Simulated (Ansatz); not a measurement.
# fcc Au(111) / fcc Al(111) interface: specific resistance

Aim: the specific resistance of the fcc Au(111) / fcc Al(111) interface.

Main program and level: Ansatz 0.2.0; Ansatz plane-wave DFT, PBE, PAW files; ballistic transport by layer matching (Landauer), zero bias; PAW set soft_1, in the first sound run; inputs show where later runs differ.

## Step 1: Set-up

The cell holds 18 atoms: 9 Au and 9 Al. Cell: a = 2.873 Å, b = 2.873 Å, c = 42.227 Å, α = 90.0°, β = 90.0°, γ = 120.0°. It derives from Au and Al. Regions: Au, 9 atoms (9 Au); Al, 9 atoms (9 Al). The structure's axis is c.

## Step 2: Transmission: PBE

Both metals share one in-plane lattice, the mean of the two, each at its own atomic volume. The two leads are named in the middle of each metal, so that only one of the cell's two interfaces is crossed. The mesh across the current, 50×50, is finer than the density's, because channels open and close sharply across the zone. Energies from -0.27 to 0.27 eV in steps of 0.036 eV cover the slope of the Fermi function at 300 K, so the program can form a conductance.

Contents of input.yaml:

```yaml
crystal:
  lattice:
    - [2.8730526337, 0.0, 0.0]
    - [-1.4365263169, 2.4881365672, 0.0]
    - [0.0, 0.0, 42.2268365803]
  atoms:
    - { symbol: Au, position: [0.0, 0.0, 0.0236816224] }
    - { symbol: Au, position: [0.3333333333, 0.6666666667, 0.0798581899] }
    - { symbol: Au, position: [0.6666666667, 0.3333333333, 0.1360347575] }
    - { symbol: Au, position: [0.0, 0.0, 0.192211325] }
    - { symbol: Au, position: [0.3333333333, 0.6666666667, 0.2483878925] }
    - { symbol: Au, position: [0.6666666667, 0.3333333333, 0.30456446] }
    - { symbol: Au, position: [0.0, 0.0, 0.3607410275] }
    - { symbol: Au, position: [0.3333333333, 0.6666666667, 0.416917595] }
    - { symbol: Au, position: [0.6666666667, 0.3333333333, 0.4730941626] }
    - { symbol: Al, position: [0.0, 0.0, 0.5286497181] }
    - { symbol: Al, position: [0.3333333333, 0.6666666667, 0.5835842617] }
    - { symbol: Al, position: [0.6666666667, 0.3333333333, 0.6385188053] }
    - { symbol: Al, position: [0.0, 0.0, 0.6934533489] }
    - { symbol: Al, position: [0.3333333333, 0.6666666667, 0.7483878925] }
    - { symbol: Al, position: [0.6666666667, 0.3333333333, 0.8033224361] }
    - { symbol: Al, position: [0.0, 0.0, 0.8582569797] }
    - { symbol: Al, position: [0.3333333333, 0.6666666667, 0.9131915233] }
    - { symbol: Al, position: [0.6666666667, 0.3333333333, 0.9681260669] }
kpoints:
  mp_grid: { grid: [15, 15, 1] }
hamiltonian:
  xc: pbe
  pseudopotentials: { kind: paw, azcp: { folder: soft_1 } }
scf:
  occupations: { method: fermi_dirac, width: 0.1 }
output:
  transmission:
    leads: [[3, 4], [12, 13]]
    kmesh: [50, 50]
    e_range: [-0.27, 0.27]
    de: 0.036
  write_potential: true
  write_density: true
  volumetric_format: npy
  elf: true
```

Started as:

```console
$ ansatz run input.yaml --threads 4 --pin off --max-ram 15360MiB --backend cpu --events-out ev --progress --plain --runs-dir out
```

Numbers of over 12 decimals in the logs are rounded to 6 here.

What it wrote:

```text
Engine: ansatz 0.2.0, aarch64-unknown-linux-gnu
Pseudopotentials: kind: paw
Pseudopotential: Au, paw, valence charge 19, recommended cutoff 420 eV (normal), soft_1/Au.paw.azcp
Pseudopotential: Al, paw, valence charge 3, recommended cutoff 420 eV (normal), soft_1/Al.paw.azcp
Functional definition: PBE
  parameter kappa = 0.804
  parameter beta = 0.066725
  exchange = pbe_x(kappa = kappa, mu = beta*pi^2/3)
  correlation = pbe_c(beta = beta)
Crystal: 18 atoms, lattice volume = 301.861 Å³
Basis set: ecut = 420 eV, 5925 PW (Γ)
Bands: 119, of which v1, the nominal top of the filled ones, is band 99 counted from 1 (98 counted from 0)
Symmetry: 12 space group operations
Space group: P-3m1 (ITA 164), of the structure as read, at distance tolerance 6.7e-5 Å
k-points: 27 of 225
Non-local potential: Au, projectors of the file, l = 0: 3, l = 1: 2, l = 2: 2, l = 3: 1
Non-local potential: Al, projectors of the file, l = 0: 2, l = 1: 2, l = 2: 1
PAW form: soft (Blöchl's): semilocal exchange-correlation on the pseudo side does not see the compensation charge
PAW one-centre angular grid: Au, 590 points (default); XC on 64 Gauss nodes
PAW one-centre angular grid: Al, 110 points (default); XC on 64 Gauss nodes
Initial density: superposition of atomic densities (chi_scale 0.1, normalization cell, long waves of neutral atoms (reshape's long-wave potential 66.10 eV rms, cloud 2.57 Å wide))
Initial wavefunctions: pseudopotential atomic-orbital guess
Functional: x = pbe(κ = 0.804, μ = 0.219515), c = pbe(β = 0.066725)
SCF iter   1: F=—  HF=-123215.927097 eV  |F-HF|=—  |Δ(HF+E_count)|=         —  Δρ=1.24e-1  dr2=2.42e3  ethr=3.10e-3  ⟨swp⟩=7.0  Hψ=12825  notcnv=0  defer=32
preconditioner: auto → Kerker (q_TF=auto, 2.543 Å⁻¹)  [metal: Δε(μ)=0.010 eV  Ē_g=6.121 eV  σ=0.100 eV  W_gap=0.02  n_scr=64 (ndim 8)  ℏωp=24.0 eV  f_vac=0.000  D(μ)=16.80/eV (n_scr^D=192)]
SCF iter   2: F=—  HF=-123206.177411 eV  |F-HF|=—  |Δ(HF+E_count)|=    9.75e0  Δρ=6.33e-2  dr2=9.14e2  ethr=3.10e-3  ⟨swp⟩=2.4  Hψ=5566  notcnv=0  defer=90
SCF iter   3: F=—  HF=-123200.391746 eV  |F-HF|=—  |Δ(HF+E_count)|=    5.79e0  Δρ=2.28e-2  dr2=2.14e2  ethr=3.10e-3  ⟨swp⟩=2.9  Hψ=4413  notcnv=0  defer=112
SCF iter   4: F=—  HF=-123198.970400 eV  |F-HF|=—  |Δ(HF+E_count)|=    1.42e0  Δρ=8.72e-3  dr2=2.61e1  ethr=3.10e-3  ⟨swp⟩=2.5  Hψ=3973  notcnv=0  defer=133
SCF iter   5: F=—  HF=-123198.718342 eV  |F-HF|=—  |Δ(HF+E_count)|=   2.52e-1  Δρ=3.05e-3  dr2=1.62e0  ethr=3.10e-3  ⟨swp⟩=1.4  Hψ=3475  notcnv=0  defer=127
SCF iter   6: F=—  HF=-123198.695051 eV  |F-HF|=—  |Δ(HF+E_count)|=   2.33e-2  Δρ=9.21e-4  dr2=4.91e-2  ethr=8.20e-4  ⟨swp⟩=2.0  Hψ=3395  notcnv=0  defer=135
SCF iter   7: F=—  HF=-123198.692791 eV  |F-HF|=—  |Δ(HF+E_count)|=   2.26e-3  Δρ=3.25e-4  dr2=1.41e-2  ethr=2.48e-5  ⟨swp⟩=1.0  Hψ=3077  notcnv=0  defer=135
SCF iter   8: F=—  HF=-123198.692255 eV  |F-HF|=—  |Δ(HF+E_count)|=   5.36e-4  Δρ=1.37e-4  dr2=3.31e-3  ethr=7.10e-6  ⟨swp⟩=1.0  Hψ=3077  notcnv=0  defer=135
SCF iter   9: F=—  HF=-123198.692196 eV  |F-HF|=—  |Δ(HF+E_count)|=   5.95e-5  Δρ=5.66e-5  dr2=3.51e-4  ethr=1.67e-6  ⟨swp⟩=1.0  Hψ=3077  notcnv=0  defer=135
SCF iter  10: F=—  HF=-123198.692202 eV  |F-HF|=—  |Δ(HF+E_count)|=   5.97e-6  Δρ=1.78e-5  dr2=1.15e-5  ethr=1.77e-7  ⟨swp⟩=1.0  Hψ=3077  notcnv=0  defer=135
SCF iter  11: F=—  HF=-123198.692548 eV  |F-HF|=—  |Δ(HF+E_count)|=   3.46e-4  Δρ=5.14e-6  dr2=1.08e-6  ethr=5.83e-9  ⟨swp⟩=1.2  Hψ=3168  notcnv=0  defer=135
SCF iter  12: F=—  HF=-123198.692548 eV  |F-HF|=—  |Δ(HF+E_count)|=   5.83e-8  Δρ=1.85e-6  dr2=2.70e-7  ethr=5.45e-10  ⟨swp⟩=1.2  Hψ=3093  notcnv=0  defer=135
SCF iter  13: F=-123198.692548 eV  HF=-123198.692548 eV  |F-HF|=8.56e-9  |Δ(HF+E_count)|=   7.65e-9  Δρ=6.79e-7  dr2=9.35e-9  ethr=5.05e-11  ⟨swp⟩=11.4  Hψ=11025  notcnv=0
SCF 1 converged in 13 iterations: F = -123198.692548 eV  dr2 = 9.35e-9
  greatest PAW one-centre occupation: 1.000 electrons in one spin orbital (limit 2), on the Au atom at site 8 (counted from 0), in its partial waves of l = 0
transmission: 704 of 7020 steps passed
transmission: 1406 of 7020 steps passed
[...]
transmission: 7020 of 7020 steps passed
SCF converged after 13 iterations
Free energy (F): -123198.692548 eV
Harris-Foulkes:  -123198.692548 eV  (|F-HF|=8.56e-9)
Internal energy: -123198.478289 eV  (E = F + TS)
E sigma→0 (E₀):  -123198.585419 eV
Entropy (-TS):   -0.214259 eV (-11.903 meV/atom)
Fermi energy:    14.471153 eV
--- Per-component energies (eV) ---
  E_band       = -2677.632897
  E_kinetic    = 5406.844129
  E_local      = -467612.238388  (includes V_loc(G=0)·N_el)
  E_nonlocal   = 970.280521
  E_hartree    = 232385.894444
  E_xc         = -2279.347785
  E_vxc        = -2619.315543  (∫ρ·V_xc dr)
  E_paw        = -91807.989779  (= ΣΔE_a)
  E_vpaw       = -3594.962974  (= ΣTr[D̂ρ^β])
  E_aug_tail   = 0.015300  (compensation charges beyond the density's cutoff)
  E_ewald      = 199738.063269
  E_smearing   = -0.214259  (= −TS)
  E_closure    = 0.000000  (closes the sum)
  Σ components = -123198.692548   (vs F -123198.692548, Δ=0.00e0)
--- Band table (eV; the first three rows and the last of 27) ---
  k-point 0: bands = [... 95 lower, 12.1336, 12.1336, 12.3306, 12.3306, 12.3902, 13.2462, 14.3761, 15.9020, ... 16 higher]
  k-point 1: bands = [... 95 lower, 12.1366, 12.1423, 12.3398, 12.7936, 12.9197, 13.7934, 14.5248, 16.0240, ... 16 higher]
  k-point 2: bands = [... 95 lower, 12.2131, 12.3637, 12.6203, 13.4036, 13.5774, 14.7419, 14.9512, 16.4059, ... 16 higher]
  k-point 26: bands = [... 95 lower, 12.8860, 13.1880, 13.7115, 13.7115, 14.9875, 14.9875, 15.1453, 15.7518, ... 16 higher]
--- Transmission ---
  basis      : 61 plane waves across, 30 finite elements along
  points     : 234, standing for a mesh of 50 x 50
  filling    : by the input's occupations and mesh, since the crystals that have channels conduct as metals do. If one of these is a semiconductor, that mesh has misplaced its level
  energies   : 16 from -0.270000 to 0.270000 eV about the Fermi level, 0.036000 eV apart; the leads are filled to 0.000000 eV, and channels, transmission and decay are at 0.018000 eV
  crystal 0  : Au1, at the sites [3, 4], period 2.3722 Å, over 21.35 Å; its Hamiltonian steps by up to 2.2 meV
    offset         : up to 0.0000 Å between an atom of the period and one for which it stands
    filled         : 44.6 meV over the level at which it is neutral
    channels       : 8.052000e-1 a spin
    conductance    : 8.6040e14 S/m² at 300 K; may be off by some 0.0 % by where its bands' edges are placed, 1.1 % from the k-mesh, 1.2 % from the distance to neutral
    slowest decay  : 0.0262 /Å at (0.0600, 0.0400)
  crystal 1  : Al1, at the sites [12, 13], period 2.3197 Å, over 20.88 Å; its Hamiltonian steps by up to 7.4 meV
    offset         : up to 0.0000 Å between an atom of the period and one for which it stands
    filled         : 44.8 meV over the level at which it is neutral
    channels       : 1.366000e0 a spin
    conductance    : 1.4722e15 S/m² at 300 K; may be off by some 0.0 % by where its bands' edges are placed, 1.4 % from the k-mesh, 1.3 % from the distance to neutral
    slowest decay  : 0.0515 /Å at (0.3000, 0.3000)
  junction   : crystal 0 to crystal 1, 10.98 to 29.74 Å
    transmission   : 7.231864e-1 a spin
    conductance    : 7.7664e14 S/m² at 300 K (7.8124e14 on every other point, 7.7676e14 on every other energy)
    error estimate : 0.0 % from the energy spacing and 0.0 % from band edges of the leads and from resonances (wavevectors taken as independent; lower de), 1.2 % from the k-mesh, 0.7 % from the steps of its leads' Hamiltonians or their offsets (lay more layers), 1.3 % from the distance to neutral
    resistance     : 3.6682e-4 Ω µm² beyond half of each lead's own
```

The job ended after 2.1 min (4 threads of Arm Neoverse V1, shared host; peak memory 1.3 GiB).

Reading the cycles: dr2 is the Hartree energy of the density residual (eV), the measure of convergence; HF is the Harris–Foulkes estimate of the energy, which meets the free energy F at convergence.

This step gave:

```yaml
free_energy: -123198.6925 eV
energy_at_zero_smearing: -123198.5854 eV
fermi_energy: 14.47 eV
cell_area: 7.149 Å²
step_of_the_lead_s_potential: 2.2 meV
ballistic_conductance_of_the_lead: 8.60e14 S/m²
estimated_errors_of_the_lead_s_conductance: 0, 1.1, 1.2 % (band edges, k-mesh, distance from neutral)
lead_conductance_per_cell: 0.7938 G₀
step_of_the_upper_lead_s_potential: 7.4 meV
ballistic_conductance_of_the_upper_lead: 1.47e15 S/m²
conductance_of_the_junction: 7.77e14 S/m²
junction_conductance_per_cell: 0.7165 G₀
estimated_errors_of_the_junction_s_conductance: 0, 0, 1.2, 0.7, 1.3 % (energy step, band edges, k-mesh, leads' steps, distance from neutral)
area_resistance_that_the_stack_adds_contact_term_taken_off_spin_by_spin: 0.3668 fΩ m²
```

Per spin. Transmission, zone mean against energy, zero at the Fermi level:

| energy (eV) | transmission, zone mean |
| --- | --- |
| -0.270 | 0.693 |
| -0.234 | 0.693 |
| -0.198 | 0.691 |
| -0.162 | 0.692 |
| -0.126 | 0.697 |
| -0.090 | 0.700 |
| -0.054 | 0.704 |
| -0.018 | 0.710 |
| 0.018 | 0.723 |
| 0.054 | 0.732 |
| 0.090 | 0.734 |
| 0.126 | 0.737 |
| 0.162 | 0.738 |
| 0.198 | 0.737 |
| 0.234 | 0.739 |
| 0.270 | 0.742 |

Per spin. Open channels, zone mean against energy, zero at the Fermi level:

| energy (eV) | lead | upper lead |
| --- | --- | --- |
| -0.270 | 0.769 | 1.29 |
| -0.234 | 0.769 | 1.29 |
| -0.198 | 0.772 | 1.28 |
| -0.162 | 0.776 | 1.28 |
| -0.126 | 0.774 | 1.32 |
| -0.090 | 0.779 | 1.33 |
| -0.054 | 0.779 | 1.33 |
| -0.018 | 0.784 | 1.36 |
| 0.018 | 0.805 | 1.37 |
| 0.054 | 0.81 | 1.39 |
| 0.090 | 0.805 | 1.39 |
| 0.126 | 0.805 | 1.39 |
| 0.162 | 0.805 | 1.41 |
| 0.198 | 0.805 | 1.41 |
| 0.234 | 0.808 | 1.42 |
| 0.270 | 0.808 | 1.44 |

Transmission over k1 and k2. At -0.0180 eV from the Fermi level (the log's summary may quote the solved energy on the other side of it).

Ten even steps from '_' (0.000) to '@' (0.998), each cell a mean:
```
@@%%**++##%%@@@@@@@@%%##******%%@@%%--::____________..--==%%
%%++**@@@@@@@@@@@@@@@@@@@@@@%%##**##==____________________++
++**@@@@@@@@@@@@@@@@@@@@@@@@@@@@@@##**--__________________::
++@@@@@@@@@@@@@@@@@@@@@@@@@@@@@@@@@@@@##--__________________
@@@@@@@@@@@@@@@@@@@@@@@@@@@@@@@@@@@@@@@@@@%%..______________
@@@@@@@@@@@@@@@@@@@@@@@@@@@@@@@@@@@@@@@@@@@@%%==____________
%%@@@@@@@@@@@@@@@@@@@@@@@@@@@@@@@@@@@@@@@@@@@@@@++__________
==@@@@@@@@@@@@@@@@@@@@@@@@@@@@@@@@@@@@@@@@@@@@@@@@==::____..
**%%@@@@@@@@@@@@@@@@@@%%**--==**%%@@@@@@@@@@@@@@@@@@****::++
%%**@@@@@@@@@@@@@@@@@@%%..______--##@@@@@@@@@@@@@@@@@@++%%@@
@@**##@@@@@@@@@@@@@@@@%%--________::%%@@@@@@@@@@@@@@@@%%**@@
@@%%**%%@@@@@@@@@@@@@@@@##::________++%%@@@@@@@@@@@@@@@@**##
%%####**@@@@@@@@@@@@@@@@@@%%++..____++%%@@@@@@@@@@@@@@@@@@++
**....++++@@@@@@@@@@@@@@@@@@@@%%####%%@@@@@@@@@@@@@@@@@@@@##
::________==@@@@@@@@@@@@@@@@@@@@@@@@@@@@@@@@@@@@@@@@@@@@@@%%
++__________++@@@@@@@@@@@@@@@@@@@@@@@@@@@@@@@@@@@@@@@@@@@@@@
++____________::%%@@@@@@@@@@@@@@@@@@@@@@@@@@@@@@@@@@@@@@@@@@
==________________**%%@@@@@@@@@@@@@@@@@@@@@@@@@@@@@@@@@@@@@@
::__________________::**@@@@@@@@@@@@@@@@@@@@@@@@@@@@@@@@@@**
##..__________________==**##%%@@@@@@@@@@@@@@@@@@@@@@@@@@##++
@@--____________________==%%##****%%@@@@@@@@@@@@@@@@%%**++##
@@@@##**....==------::++%%@@@@@@%%****++**@@@@@@%%++++**%%@@
```
Columns: k1 (b1) from -0.5 to 0.48; rows upwards: k2 (b2) from -0.5 to 0.48.

Open channels over k1 and k2. At -0.0180 eV from the Fermi level (the log's summary may quote the solved energy on the other side of it).

Values, 12 rows by 16 columns, each cell a mean:
```
1.00 1.00 1.00 1.00 1.00 1.00 1.00 1.00 1.00 0.79 0.14 0.00 0.00 0.00 0.22 0.56
1.00 1.00 1.00 1.00 1.00 1.00 1.00 1.00 1.00 1.00 0.61 0.02 0.00 0.00 0.00 0.14
1.00 1.00 1.00 1.00 1.00 1.00 1.00 1.00 1.00 1.00 1.00 0.72 0.10 0.00 0.00 0.00
1.00 1.00 1.00 1.00 1.00 1.00 1.00 1.00 1.00 1.00 1.00 1.00 0.89 0.26 0.00 0.00
1.00 1.00 1.00 1.00 1.00 1.00 0.94 0.80 0.94 1.00 1.00 1.00 1.00 0.98 0.71 0.44
1.00 1.00 1.00 1.00 1.00 1.00 0.72 0.00 0.12 0.79 1.00 1.00 1.00 1.00 1.00 1.00
0.99 0.99 1.00 1.00 1.00 1.00 1.00 0.54 0.04 0.42 1.00 1.00 1.00 1.00 1.00 1.00
0.54 0.26 0.80 1.00 1.00 1.00 1.00 1.00 1.00 1.00 1.00 1.00 1.00 1.00 1.00 1.00
0.32 0.00 0.02 0.51 0.98 1.00 1.00 1.00 1.00 1.00 1.00 1.00 1.00 1.00 1.00 1.00
0.32 0.00 0.00 0.00 0.27 0.90 1.00 1.00 1.00 1.00 1.00 1.00 1.00 1.00 1.00 1.00
0.54 0.00 0.00 0.00 0.00 0.16 0.90 1.00 1.00 1.00 1.00 1.00 1.00 1.00 1.00 1.00
0.89 0.48 0.30 0.24 0.24 0.30 0.64 1.00 1.00 1.00 1.00 1.00 1.00 1.00 1.00 1.00
```
Columns: k1 (b1) from -0.5 to 0.48; rows upwards: k2 (b2) from -0.5 to 0.48.

Electrostatic potential energy in the ca plane at fractional y = 0.000, with atoms of Au and Al within 0.2 Å of it. With pseudopotentials it is smooth inside the atoms' cores, unlike the true potential.

Ten even steps from '0' (-27 eV) to '9' (17 eV), each cell a mean:
```
99950000599999999999998679858999999999999866
89973003799888999988999756568998899998889976
68998668998756899865799987789987789987778998
58999999998534799743689999999976678986568999
58999889998645899744689988899976678987678999
89986335899877999877899866679988889998789987
99961001699999999999998667668999999999999975
99950000499999999999998589957999999999999867
```
Columns run along c (16.0 Å, from fractional 0.31 to 0.69 of the cell; values clipped at the 3rd and 97th percentile), rows up along a (2.9 Å). Atoms in or near the plane, at fractional coordinates: Au at (0.36, 0.00), Al at (0.53, 0.00).

Valence density in the ca plane at fractional y = 0.000, with atoms of Au and Al within 0.2 Å of it. It is the smooth field of the valence electrons, not physical close to the nuclei.

Ten steps, logarithmic in the rise over the least value, from '0' (0 e/Å³) to '9' (13 e/Å³), each cell a mean:
```
11247998521111100111111100011111110011111110
22235776321232111223211111111111111111111111
42123443212344212344321111111111111111111111
43111221113455322355421111111111111111111111
43112332112454322345421111111111111111111111
32124664212333211233321111111111111111111111
21247887421222111122211100011111111011111111
11258998521111100111111100011111110001111110
```
Columns run along c (16.0 Å, from fractional 0.31 to 0.69 of the cell), rows up along a (2.9 Å). Atoms in or near the plane, at fractional coordinates: Au at (0.36, 0.00), Al at (0.53, 0.00).

ELF in the ca plane at fractional y = 0.000, with atoms of Au and Al within 0.2 Å of it. It is the smooth field of the valence electrons, not physical close to the nuclei.

Ten even steps from '0' (0.08) to '9' (0.75), each cell a mean:
```
11246886421111100112235400048777642235777861
21135665311222111222234532367778764457877775
32112332112343211244323567776677776677776667
43111221112454312345433467765666788787666557
42112222112444211344323467776666777777666667
22124554212233211233224555677677765567877676
11135776321121101122235510157777753346777772
11246996421111000111235305038777642235777860
```
Columns run along c (16.0 Å, from fractional 0.31 to 0.69 of the cell), rows up along a (2.9 Å). Atoms in or near the plane, at fractional coordinates: Au at (0.36, 0.00), Al at (0.53, 0.00).

The larger of the two leads' potential steps is 7.4 meV from period to period, small in itself. The program estimates the junction's conductance to 1.2 % from the k-mesh, 1.3 % from the leads' distance from neutral and 0.7 % from their steps.

## Step 3: Resistance: PBE

This step: Ansatz plane-wave DFT, PBE, PAW files; ballistic transport by layer matching (Landauer), zero bias; specific resistance of one interface, 1/T less the mean of the leads' 1/N; PAW set soft_1 (Ansatz 0.2.0).

Numbers from this step:

```yaml
area_resistance: 0.3665 fΩ m²
t_over_the_leads_mean_channel_count: 0.6657
twice_the_interface_resistance_2ar_or_2ar_star_for_magnets: 0.7330 fΩ m²
```

Twice the interface resistance is 0.733 fΩ m² here.

By hand, with T and the leads' channels N averaged over the energies near the Fermi level: RA = A (h/2e²)(1/T − ½[1/N₁ + 1/N₂]) = 7.149×10⁻²⁰ m² × 12 906 Ω × (1/0.7173 − ½[1/0.7944 + 1/1.361]) = 0.367 fΩ m².

(Continued in part 2 of 2.)

[Logs are printed without paths, hosts, clocks, repeated set-up lines and the standing remarks that a program may print on its own settings, such as how far it seeks lower states.]

[Hosts, paths, dates, database ids (printed as entryN), source tags and the programs' standing remarks are cut or masked in the printed files.]
